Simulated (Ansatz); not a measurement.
# GaB3As4: what a guessed cell relaxes into

Aim: relax a trial structure of GaB3As4 and see where it ends.

Program: Ansatz 0.2.0. Level of theory: DFT PBE, scalar-relativistic, plane waves, PAW. These are calculated values, not measurements.

## (1) The structure to begin with

The structure is tetragonal, space group P-4m2 (No. 115). The conventional cell has a = 3.647 Å, b = 3.647 Å, c = 10.315 Å, α = 90.00°, β = 90.00°, γ = 90.00°. Ga (site symmetry -4m2) is surrounded by 4 As at 2.23 Å. Around B (site symmetry 2mm) lie 4 As at 2.23 Å. B (site symmetry -4m2) is surrounded by 4 As at 2.23 Å. As (site symmetry 2mm) is surrounded by 2 B at 2.23 Å and 2 Ga at 2.23 Å. Around As (site symmetry 2mm) lie 4 B at 2.23 Å.

Coordinates:

```xyz
8
Lattice="3.6469 0.0000 0.0000 0.0000 3.6469 0.0000 0.0000 0.0000 10.3149" Properties=species:S:1:pos:R:3 pbc="T T T"
Ga    1.8234    1.8234    5.1574
B     0.0000    0.0000    7.7362
B     0.0000    0.0000    2.5787
B     1.8234    1.8234    0.0000
As    1.8234    0.0000    6.4468
As    0.0000    1.8234    3.8681
As    1.8234    0.0000    1.2894
As    0.0000    1.8234    9.0255
```

The start is an ordering of an alloy on its end members' structure types: elements ordered on the sites of the GaAs type, B/Ga on Ga (P-4m2, No. 115).

## (2) The guess as it stands, on a coarse mesh

input.yaml reads:

```yaml
crystal:
  lattice:
    - [3.64686483, 0.0, 0.0]
    - [0.0, 3.64686483, 0.0]
    - [0.0, 0.0, 10.31489141]
  atoms:
    - { symbol: Ga, position: [0.5, 0.5, 0.5] }
    - { symbol: B, position: [0.0, 0.0, 0.75] }
    - { symbol: B, position: [0.0, 0.0, 0.25] }
    - { symbol: B, position: [0.5, 0.5, 0.0] }
    - { symbol: As, position: [0.5, 0.0, 0.625] }
    - { symbol: As, position: [0.0, 0.5, 0.375] }
    - { symbol: As, position: [0.5, 0.0, 0.125] }
    - { symbol: As, position: [0.0, 0.5, 0.875] }
basis:
  ecutwfc: 420
kpoints:
  mp_grid: { grid: [6, 6, 2] }
hamiltonian:
  xc: pbe
scf:
  occupations: { method: gaussian, width: 0.1 }
  lower_state_search: "off"
output:
  forces: true
  stress: true
  eigenvalues: true
```

Command:

```
> ansatz run input.yaml --threads 1 --pin off --max-ram 2560MiB --backend cpu --events-out ev --progress --plain --runs-dir out
```

The session goes on with these runs: rough relaxation on the coarse mesh; final relaxation.

**Question.** What will these runs give? Wanted: conventional cell; volume; energy over the elements; gap on the mesh.

As calculated:

| quantity | value |
| --- | --- |
| symmetry at the end (tolerance 0.02 Å) | space group P-4m2 (No. 115) |
| conventional cell | a = 3.534 Å, b = 3.534 Å, c = 10.273 Å, α = 90.00°, β = 90.00°, γ = 90.00° |
| volume | 16.04 Å³/atom |
| energy over the elements | +0.03 eV/atom |
| gap on the mesh | 0.49 eV |

**Reading.** The space group P-4m2 (No. 115) is kept, and the volume per atom shrinks by 6.5 % from the first guess. The formation energy of this structure is too near zero to say whether it is bound against the elements. No finished test with a distortion of lower symmetry is shown, so the end may be a saddle point.
